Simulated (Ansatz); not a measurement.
The system is MnH2O2 (Pyrochroite).

```
Mn O H
1.0
     3.25000    0.00000    0.00000
    -1.62500    2.81458    0.00000
     0.00000    0.00000    4.48000
Mn O H
1 2 2
Direct
  0.00000 0.00000 0.00000
  0.66667 0.33333 0.77400
  0.33333 0.66667 0.22600
  0.66667 0.33333 0.55400
  0.33333 0.66667 0.44600
```

Base run:

```yaml
Program: Ansatz 0.2.0
Functional: PBEsol
Potentials_or_basis: Ansatz PAW
Cutoff: 420 eV
Density_cutoff: 1680 eV
k_mesh: 9 × 9 × 6
Occupations: gaussian, width 0.1 eV
Spin: collinear spin, ferromagnetic start
Starting_moments: "[4.0, 0.0, 0.0, 0.0, 0.0] μB"
```

Its results: band gap on the k mesh 0.11 eV, indirect (least direct gap 0.29 eV); pressure 6.2 GPa; net moment 5.00 μB per cell; site moments Mn +4.10; O +0.05; H +0.01 μB; largest force 0.896 eV/Å.

**Question.** After a change of settings the same cell gave: band gap on the k mesh none (metal or under the smearing width); pressure 6.2 GPa; net moment 5.00 μB per cell; site moments Mn +4.10; O +0.05; H +0.01 μB; largest force 0.894 eV/Å. Which change was it?
A. functional from PBEsol to LDA; occupations from gaussian, width 0.1 eV to fermi-dirac, width 0.05 eV
B. occupations from gaussian, width 0.1 eV to fermi-dirac, width 0.05 eV
C. functional from PBEsol to r2SCAN; cutoff from 420 eV to 500 eV; density cutoff from 1680 eV to 2000 eV; occupations from gaussian, width 0.1 eV to fermi-dirac, width 0.05 eV

**Answer.** B.

Caveats: a cell with one magnetic atom can't hold antiferromagnetic order, which such compounds often take; the PAW data sets come from PBE, with cores solved anew for the run's functional, which leaves a small shift of forces and pressure; odd divisions of the mesh miss points on the zone boundary, where band edges often lie, so the gap on the mesh can be too wide (some runs); semilocal functionals often make such compounds metallic where correlation or magnetic order opens a gap, which also shifts bond lengths (some runs).

Not every run made on this cell is shown here.
